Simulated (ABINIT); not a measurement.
The system is P.

```xyz
2
Lattice="1.7257 0.9963 3.1297 -1.7257 0.9963 3.1297 0.0000 -1.9927 3.1297" Properties=species:S:1:pos:R:3 pbc="T T T"
P     0.0000    0.0000    7.2570
P     0.0000    0.0000    2.1321
```

This isn't the form of P at room conditions, which is orthorhombic.

* Program: ABINIT 10.8.3 (patched build)
* Task: relaxation of cell and atoms
* Functional: PBEsol
* Potentials or basis: PseudoDojo NC SR PBEsol v0.4 stringent
* Cutoff: 599 eV
* k mesh: 7 × 7 × 7
* Occupations: fermi-dirac, width 0.05 eV
* Spin: no spin polarisation

At the start: pressure -2.0 GPa; volume 16.14 Å³/atom.

Where does the relaxation end?

Over 11 steps the energy falls by 13.0 meV/atom and the volume is 15.23 Å³/atom (-5.6 %); space group R-3m (No. 166, to 0.05 Å).

Step by step:
| step | energy change (eV) | largest force (eV/Å) | pressure (GPa) | volume (Å³) |
| --- | --- | --- | --- | --- |
| 1 | 0.0000 | 0.2331 | -1.97 | 32.29 |
| 2 | -0.0039 | 0.2364 | -1.66 | 32.09 |
| 3 | -0.0202 | 0.1436 | 2.04 | 30.21 |
| 4 | -0.0227 | 0.1248 | 1.03 | 30.57 |
| 5 | -0.0246 | 0.0672 | 0.23 | 30.76 |
| 6 | -0.0257 | 0.0146 | -0.11 | 30.75 |
| 7 | -0.0259 | 0.0027 | -0.08 | 30.65 |
| 8 | -0.0260 | 0.0020 | -0.02 | 30.56 |
| 9 | -0.0261 | 0.0017 | 0.01 | 30.49 |
| 10 | -0.0261 | 0.0002 | 0.01 | 30.46 |
| 11 | -0.0261 | 0.0001 | 0.00 | 30.46 |

Final structure:
```cif
data_structure
_symmetry_space_group_name_H-M 'P 1'
_symmetry_Int_Tables_number 1
_cell_length_a 3.5756
_cell_length_b 3.5756
_cell_length_c 3.5756
_cell_angle_alpha 57.495
_cell_angle_beta 57.495
_cell_angle_gamma 57.495
_cell_volume 30.46
loop_
_atom_site_label
_atom_site_type_symbol
_atom_site_fract_x
_atom_site_fract_y
_atom_site_fract_z
_atom_site_occupancy
P1 P 0.76789 0.76789 0.76789 1
P2 P 0.23211 0.23211 0.23211 1
```
